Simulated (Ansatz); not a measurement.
# ZrO2, space group Fm-3m: cell relaxations under several functionals

Program: Ansatz's Python interface.

Contents of `zro2.xyz`:
```text
3
Lattice="0.0 2.535 2.535 2.535 0.0 2.535 2.535 2.535 0.0" Properties=species:S:1:pos:R:3 pbc="T T T"
Zr    0.00000000    0.00000000    0.00000000
O     1.26750000    1.26750000    1.26750000
O     3.80250000    3.80250000    3.80250000
```

Notebook, run cell by cell (the value of a cell's last expression is shown):

```python
import ansatz as az
import numpy as np
```

```python
def edges_and_angles(cell):
    cell = np.asarray(cell)
    a, b, c = np.linalg.norm(cell, axis=1)
    cosines = cell[1] @ cell[2] / (b * c), cell[0] @ cell[2] / (a * c), cell[0] @ cell[1] / (a * b)
    return (a, b, c, *np.degrees(np.arccos(cosines)))
```

```python
crystal = az.Crystal.from_extxyz("zro2.xyz")
```

```python
crystal.resolved().sites[-1]
```

    Site(symbol='O', position=(0.75, 0.75, 0.75), moment=None, axis=None, held=None, saved=None)

```python
job = crystal.calculation()
job = job.accuracy("low")
job = job.kpoints(4)
job = job.occupations("fixed")
job = job.mixing("anderson").eigensolver("davidson", full_accuracy=True)
job = job.scf(tolerance=1e-06, extra_bands=4).relax(cell=True, density_extrapolation="second_order")

levels = [("r2scan", "rvv10"), ("pbesol", "none"), ("r2scan", "d4"), ("revpbe", "d3bj")]
print("level            a       b       c    alpha   beta  gamma  V/atom  steps")
for name, dispersion in levels:
    seen = []
    run = job.functional(name, dispersion=dispersion).session().plan()
    outcome = run.execute(on_event=lambda e: seen.append(e) if e["event"] == "relax_step" else None)
    cell = outcome.lattice.cell_ang
    label = name if dispersion == "none" else f"{name}+{dispersion}"
    print("{:13s} {:7.4f} {:7.4f} {:7.4f} {:6.2f} {:6.2f} {:6.2f}".format(label, *edges_and_angles(cell)), f"{abs(np.linalg.det(cell)) / len(outcome.lattice.sites):7.3f} {len(seen):5d}")
```

    level            a       b       c    alpha   beta  gamma  V/atom  steps
    DeckWarning: basis.ecutwfc = 500 eV, auto-derived from the records' recommended cutoffs: set by Zr (their level for a meta-GGA)
    DeckWarning: scf.convergence.dr2_threshold = 1e-6 eV is looser than this run's default, which is 1e-7 eV or tighter. The error in the forces grows as the threshold's square root, so leave the key out unless less accurate forces are enough
    DeckWarning: relax.cell: scf.convergence.dr2_threshold = 1e-6 eV is looser than the 3e-10 eV advised for a relaxation that steers and ends on the stress (1e-10 eV for each atom of the cell: 3). What an SCF threshold leaves in a stress goes as its square root, and in the free energy as the threshold itself, and one [...]
    r2scan+rvv10   3.5913  3.5913  3.5913  60.00  60.00  60.00  10.918     4
    DeckWarning: basis.ecutwfc = 420 eV, auto-derived from the records' recommended cutoffs: set by Zr (normal level)
    pbesol         3.5810  3.5810  3.5810  60.00  60.00  60.00  10.823     4
    r2scan+d4      3.5920  3.5920  3.5920  60.00  60.00  60.00  10.923     4
    revpbe+d3bj    3.5954  3.5954  3.5954  60.00  60.00  60.00  10.955     6

From smallest to largest: PBEsol (10.82 Å³ an atom, -0.3 % against the start), r2SCAN+RVV10 (10.92 Å³ an atom, +0.5 % against the start), r2SCAN+D4 (10.92 Å³ an atom, +0.6 % against the start) and revPBE+D3BJ (10.95 Å³ an atom, +0.9 % against the start). The spread is 1.2 % in volume.

Reading the output:
- These settings explore the input space; cutoff and mesh may be short of convergence.
- The run is spin-unpolarised.
- Forces vanish by symmetry, so the ions can't move, and the end may be a saddle.
- Energy and stress may still move on a finer k-point mesh.
- Edges and angles are those of the cell as typed, here a primitive one, not of the conventional cell.
- Of the deposited cell: the entry's cell lengths or inner coordinates differ somewhat from later room-temperature determinations.
- This is a high-temperature or high-pressure form, not the ambient phase.
- The structure is a deposited one; some such entries were measured under pressure or heat, so a shift against it needn't be the functional's error alone.
- Warnings are shown shortened and without file and line.
- Finished in 16 s on 1 thread of Arm Neoverse V2 (shared host), peak memory 0.43 GiB.
